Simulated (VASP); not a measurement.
# C (Fd-3m) in VASP: single point with HSE06

Aim: the single point of C with HSE06.

Everything below comes from runs of VASP 6.6.1. Logs are shortened: lines on timing, memory, paths and dates and some standing lists are left out, and cuts for length are marked.

## 1. The crystal as given

The structure is cubic, space group Fd-3m (No. 227). The conventional cell has a = 3.555 Å, b = 3.555 Å, c = 3.555 Å, α = 90.00°, β = 90.00°, γ = 90.00°. C (site symmetry -43m) has 4 C at 1.54 Å as nearest neighbours.

This isn't the form of C at room conditions, which is graphite.

## 2. Single point, HSE06

File POSCAR:

```
C
1.0
    0.0000000000      1.7774500000      1.7774500000
    1.7774500000      0.0000000000      1.7774500000
    1.7774500000      1.7774500000      0.0000000000
C
2
Direct
    0.5000000000      0.5000000000      0.5000000000
    0.7500000000      0.7500000000      0.7500000000
```

File INCAR.step1:

```
SYSTEM = C
PREC = Accurate
ENCUT = 520
EDIFF = 1E-5
ISMEAR = 0
SIGMA = 0.02
LREAL = .FALSE.
LASPH = .TRUE.
NELM = 80
ALGO = Normal
ISIF = 2
LWAVE = .TRUE.
LCHARG = .FALSE.
GGA = PE
```

File INCAR.step2:

```
SYSTEM = C
PREC = Accurate
ENCUT = 520
EDIFF = 1E-7
ISMEAR = 0
SIGMA = 0.02
LREAL = .FALSE.
LASPH = .TRUE.
NELM = 80
ALGO = Normal
ISIF = 2
LWAVE = .FALSE.
LCHARG = .FALSE.
GGA = PE
LHFCALC = .TRUE.
HFSCREEN = 0.2
PRECFOCK = Fast
ISTART = 1
```

File KPOINTS:

```
regular mesh
0
G
  8 8 8
  0 0 0
```

Potentials or basis: VASP PAW PBE potentials, release 64 (C).

Command:

```sh
$ cat potpaw_PBE.64/C/POTCAR > POTCAR
$ cp INCAR.step1 INCAR
$ mpirun -np 1 vasp_std > vasp.out
$ cp INCAR.step2 INCAR
$ mpirun -np 1 vasp_std > vasp.out
```

OUTCAR:

```text
SYSTEM = C
   PREC = Accurate
   ENCUT = 520
   EDIFF = 1E-7
   ISMEAR = 0
   LREAL = .FALSE.
   LASPH = .TRUE.
   NELM = 80
   ISIF = 2
   GGA = PE
   LHFCALC = .TRUE.
   HFSCREEN = 0.2
   PRECFOCK = Fast
   ISTART = 1

 ion  position               nearest neighbor table
   1  0.500  0.500  0.500-   2 1.54   2 1.54   2 1.54   2 1.54
   2  0.750  0.750  0.750-   1 1.54   1 1.54   1 1.54   1 1.54

  LATTYP: Found a face centered cubic cell.
 ALAT       =     3.5549000000

  Lattice vectors:

 A1 = (   0.0000000000,   1.7774500000,   1.7774500000)
 A2 = (   1.7774500000,   0.0000000000,   1.7774500000)
 A3 = (   1.7774500000,   1.7774500000,   0.0000000000)

Analysis of symmetry for initial positions (statically):
=====================================================================
 Subroutine PRICEL returns:
 Original cell was already a primitive cell.

 Routine SETGRP: Setting up the symmetry group for a
 face centered cubic supercell.

 Subroutine GETGRP returns: Found 48 space group operations
 (whereof 24 operations were pure point group operations)
 out of a pool of 48 trial point group operations.

The static configuration has the point symmetry T_d .
 The point group associated with its full space group is O_h .

Analysis of symmetry for dynamics (positions and initial velocities):
=====================================================================
 Subroutine PRICEL returns:
 Original cell was already a primitive cell.

 Routine SETGRP: Setting up the symmetry group for a
 face centered cubic supercell.

 Subroutine GETGRP returns: Found 48 space group operations
 (whereof 24 operations were pure point group operations)
 out of a pool of 48 trial point group operations.

The dynamic configuration has the point symmetry T_d .
 The point group associated with its full space group is O_h .

 Subroutine INISYM returns: Found 48 space group operations
 (whereof 24 operations are pure point group operations),
 and found     1 'primitive' translations

----------------------------------------------------------------------------------------

                                     Primitive cell

  volume of cell :      11.2311

  direct lattice vectors                    reciprocal lattice vectors
     0.000000000  1.777450000  1.777450000    -0.281301865  0.281301865  0.281301865
     1.777450000  0.000000000  1.777450000     0.281301865 -0.281301865  0.281301865
     1.777450000  1.777450000  0.000000000     0.281301865  0.281301865 -0.281301865

  length of vectors
     2.513693896  2.513693896  2.513693896     0.487229122  0.487229122  0.487229122

  position of ions in fractional coordinates (direct lattice)
     0.500000000  0.500000000  0.500000000
     0.750000000  0.750000000  0.750000000

  ion indices of the primitive-cell ions
   primitive index   ion index
                 1           1
                 2           2

----------------------------------------------------------------------------------------

 KPOINTS: regular mesh

Automatic generation of k-mesh.
 Grid dimensions read from file:
 generate k-points for:    8    8    8

 Generating k-lattice:

  Cartesian coordinates                     Fractional coordinates (reciprocal lattice)
    -0.035162733  0.035162733  0.035162733     0.125000000  0.000000000  0.000000000
     0.035162733 -0.035162733  0.035162733     0.000000000  0.125000000  0.000000000
     0.035162733  0.035162733 -0.035162733     0.000000000  0.000000000  0.125000000

  Length of vectors
     0.060903640  0.060903640  0.060903640

  Shift w.r.t. Gamma in fractional coordinates (k-lattice)
     0.000000000  0.000000000  0.000000000

 Subroutine IBZKPT returns following result:
 ===========================================

 Found     29 irreducible k-points:

 Following reciprocal coordinates:
            Coordinates               Weight
  0.000000  0.000000  0.000000      1.000000
  0.125000  0.000000  0.000000      8.000000
  0.250000  0.000000  0.000000      8.000000
  0.375000  0.000000  0.000000      8.000000
  0.500000  0.000000  0.000000      4.000000
  0.125000  0.125000  0.000000      6.000000
[... 16 lines left out ...]
  0.500000  0.250000  0.125000     48.000000
 -0.375000  0.250000  0.125000     24.000000
 [... further k-points ...]
   k-points           NKPTS =     29   k-points in BZ     NKDIM =    512   number of bands    NBANDS=      8
   number of dos      NEDOS =    301   number of ions     NIONS =      2
   total plane-waves  NPLWV =   8000
   dimension x,y,z NGX =    20 NGY =   20 NGZ =   20
   dimension x,y,z NGXF=    40 NGYF=   40 NGZF=   40
   ions per type =               2
   NGX,Y,Z   is equivalent  to a cutoff of  13.23, 13.23, 13.23 a.u.
   NGXF,Y,Z  is equivalent  to a cutoff of  26.45, 26.45, 26.45 a.u.
 SYSTEM =  C
   PREC   = accura    normal or accurate (medium, high low for compatibility)
   ISTART =      1    job   : 0-new  1-cont  2-samecut
   ICHARG =      0    charge: 1-file 2-atom 10-const
   ISPIN  =      1    spin polarized calculation?
   LNONCOLLINEAR =      F non collinear calculations
   LSORBIT =      F    spin-orbit coupling
   LASPH  =      T    aspherical Exc in radial PAW
   ENCUT  =  520.0 eV  38.22 Ry    6.18 a.u.   4.67  4.67  4.67*2*pi/ulx,y,z
   NELM   =     80;   NELMIN=  2; NELMDL=  0     # of ELM steps
   EDIFF  = 0.1E-06   stopping-criterion for ELM
   LREAL  =      F    real-space projection
   EDIFFG = 0.1E-05   stopping-criterion for IOM
   NSW    =      0    number of steps for IOM
   IBRION =     -1    ionic relax: 0-MD 1-quasi-New 2-CG
   NFREE  =      0    steps in history (QN), initial steepest desc. (CG)
   ISIF   =      2    stress and relaxation
   ISYM   =      3    0-nonsym 1-usesym 2-fastsym
   POTIM  = 0.5000    time-step for ionic-motion
   TEBEG  =    0.0;   TEEND  =   0.0 temperature during run
   PSTRESS=    0.0 pullay stress
   NELECT =       8.0000    total number of electrons
   NUPDOWN=      -1.0000    fix difference up-down
   EMIN   =  10.00;   EMAX   =-10.00  energy-range for DOS
   EFERMI =   0.00;   METHOD = LEGACY
   ISMEAR =     0;   SIGMA  =   0.02  broadening in eV -4-tet -1-fermi 0-gaus
   EFERMI_NEDOS =   21; number of points for ismear=-14 and -15
   IALGO  =     38    algorithm
   IMIX   =      1    mixing-type and parameters
     AMIX     =   0.40;   BMIX     =  1.00
     AMIX_MAG =   1.60;   BMIX_MAG =  1.00
  volume/ion in A,a.u.               =       5.62        37.90
  Fermi-wavevector in a.u.,A,eV,Ry     =   1.462056  2.762886 29.083932  2.137609
  Thomas-Fermi vector in A             =   2.578315
   LORBIT       =      0    0 simple, 1 ext, 2 COOP (PROOUT), +10 PAW based schemes
   GGA     = PE    functional components
   LHFCALC =     T    Hartree Fock is set to
   PRECFOCK=fast      Normal, Fast or Accurate (Low or Medium for compatibility)
   ENCUT4O =  -1.0   cutoff for four orbital integrals eV
   NKREDX  =     1    reduce k-point grid by
   NKREDY  =     1    reduce k-point grid by
   NKREDZ  =     1    reduce k-point grid by
   AEXX    =    0.2500 exact exchange contribution
   HFSCREEN=    0.2000 screening length (either q_TF or 0.3 A-1)
   HFSCREENC=   0.2000 screening length for correlation (either q_TF or 0.3 A-1)
   ENCUTFOCK=  -1.0 apply spherical cutoff to Coloumb kernel
   IVDW    =     0    specifies the selected vdW correction
   LEPSILON=     F    determine dielectric tensor
   LRPA    =     F    only Hartree local field effects (RPA)
 non-spin polarized calculation
 Gauss-broadening in eV      SIGMA  =   0.02
  energy-cutoff  :      520.00
  volume of cell :       11.23
 maximum number of plane-waves:       314
  NGX = 12; NGY = 12; NGZ = 12

 number of electron       7.9999999 magnetization

 Free energy of the ion-electron system (eV)
  ---------------------------------------------------
  ext. energy  EPLUGINS =         0.00000000
  ---------------------------------------------------
  free energy    TOTEN  =       -21.09093057 eV

  energy without entropy =      -21.09093057  energy(sigma->0) =      -21.09093057

 E-fermi :   9.3567     XC(G=0): -10.8481

 val. band max:        9.2448454078   @ k =   0.0000   0.0000   0.0000
 cond. band min:      14.5696907234   @ k =   0.3750   0.3750   0.0000
 fundamental gap:      5.3248453157
 Fermi energy:         9.3567027601

 k-point     1 :       0.0000    0.0000    0.0000
  band No.  band energies     occupation
      1     -14.4387      2.00000
      2       9.2448      2.00000
      3       9.2448      2.00000
      4       9.2448      2.00000
      5      16.2672      0.00000
      6      16.2672      0.00000
      7      16.2672      0.00000
      8      24.7706      0.00000

 k-point     2 :       0.1250    0.0000    0.0000
  band No.  band energies     occupation
      1     -13.9678      2.00000
      2       6.6160      2.00000
      3       8.5432      2.00000
      4       8.5432      2.00000
      5      17.1981      0.00000
      6      17.1981      0.00000
      7      17.6159      0.00000
      8      25.1528      0.00000

 k-point     3 :       0.2500    0.0000    0.0000
  band No.  band energies     occupation
      1     -12.5690      2.00000
      2       1.9763      2.00000
      3       7.3341      2.00000
      4       7.3341      2.00000
      5      18.6600      0.00000
      6      18.6600      0.00000
      7      18.9860      0.00000
      8      26.0916      0.00000

 k-point     4 :       0.3750    0.0000    0.0000
  band No.  band energies     occupation
      1     -10.3160      2.00000
      2      -2.5464      2.00000
      3       6.4575      2.00000
      4       6.4575      2.00000
      5      19.2724      0.00000
      6      19.2724      0.00000
      7      19.5856      0.00000
      8      26.8199      0.00000

 k-point     5 :       0.5000    0.0000    0.0000
  band No.  band energies     occupation
      1      -8.1613      2.00000
      2      -5.4950      2.00000
      3       6.1512      2.00000
      4       6.1512      2.00000
      5      19.3296      0.00000
      6      19.3296      0.00000
      7      19.7501      0.00000
      8      26.9689      0.00000
[... 177 lines left out ...]
 k-point    22 :       0.3750    0.2500    0.1250
  band No.  band energies     occupation
      1     -11.3403      2.00000
      2       2.0293      2.00000
      3       3.2180      2.00000
      4       6.0671      2.00000
      5      17.2870      0.00000
      6      21.0455      0.00000
      7      22.7655      0.00000
      8      22.7876      0.00000

 k-point    23 :       0.5000    0.2500    0.1250
  band No.  band energies     occupation
      1      -9.1284      2.00000
      2      -1.6439      2.00000
      3       2.3263      2.00000
      4       4.7546      2.00000
      5      18.7531      0.00000
      6      20.5519      0.00000
      7      23.6675      0.00000
      8      24.6143      0.00000

 k-point    24 :      -0.3750    0.2500    0.1250
  band No.  band energies     occupation
      1      -7.0480      2.00000
      2      -4.3942      2.00000
      3       2.2747      2.00000
      4       4.0914      2.00000
      5      19.0276      0.00000
      6      20.4068      0.00000
      7      24.4760      0.00000
      8      26.3591      0.00000

 [... further k-points ...]
[... 5 lines left out ...]
  --------------------------------------------------------------------------------------
  -------------------------------------------------------------------------------------
  Total       -0.1974946     -0.1974946     -0.1974946     -0.0000000      0.0000000      0.0000000
  in kB      -28.1736865    -28.1736865    -28.1736865     -0.0000000      0.0000000      0.0000000
  external PRESSURE =     -28.1736865 kB  Pullay stress =       0.0000000 kB

 VOLUME and BASIS-vectors are now :
 -----------------------------------------------------------------------------
  energy-cutoff  :      520.00
  volume of cell :       11.23
      direct lattice vectors                 reciprocal lattice vectors
     0.000000000  1.777450000  1.777450000    -0.281301865  0.281301865  0.281301865
     1.777450000  0.000000000  1.777450000     0.281301865 -0.281301865  0.281301865
     1.777450000  1.777450000  0.000000000     0.281301865  0.281301865 -0.281301865

 POSITION                                       TOTAL-FORCE (eV/Angst)
 -----------------------------------------------------------------------------------
      1.77745      1.77745      1.77745         0.000000      0.000000      0.000000
      2.66617      2.66617      2.66617        -0.000000     -0.000000     -0.000000
 -----------------------------------------------------------------------------------
    total drift:                                0.000000     -0.000000      0.000000

  FREE ENERGIE OF THE ION-ELECTRON SYSTEM (eV)
  ---------------------------------------------------
  free  energy   TOTEN  =       -21.0909305729 eV

  energy  without entropy=      -21.0909305729  energy(sigma->0) =      -21.09093057
```

Wall time 1.8 min (1 thread of Intel Xeon 6975P-C (Granite Rapids), shared host); peak memory 0.22 GiB.

What came out:

```yaml
Free_energy: -21.0909 eV
Pressure: -2.8 GPa
Band_gap_on_the_k_mesh: 5.32 eV, indirect (least direct gap 7.02 eV)
```

Levels at points of the mesh, in eV from the valence-band top:
| k point | band 1 | band 2 | band 3 | band 4 | band 5 | band 6 | band 7 | band 8 |
| --- | --- | --- | --- | --- | --- | --- | --- | --- |
| (0.00, 0.00, 0.00) | -23.68 | 0.00 | 0.00 | 0.00 | 7.02 | 7.02 | 7.02 | 15.53 |
| (0.50, 0.00, 0.00) | -17.41 | -14.74 | -3.09 | -3.09 | 10.08 | 10.08 | 10.51 | 17.72 |
| (0.50, 0.50, 0.00) | -14.15 | -14.15 | -6.94 | -6.94 | 5.95 | 5.95 | 19.40 | 19.40 |

Caveat: the PAW data sets were made with another functional, which shifts forces and pressure a little. A k mesh can miss the band edges.
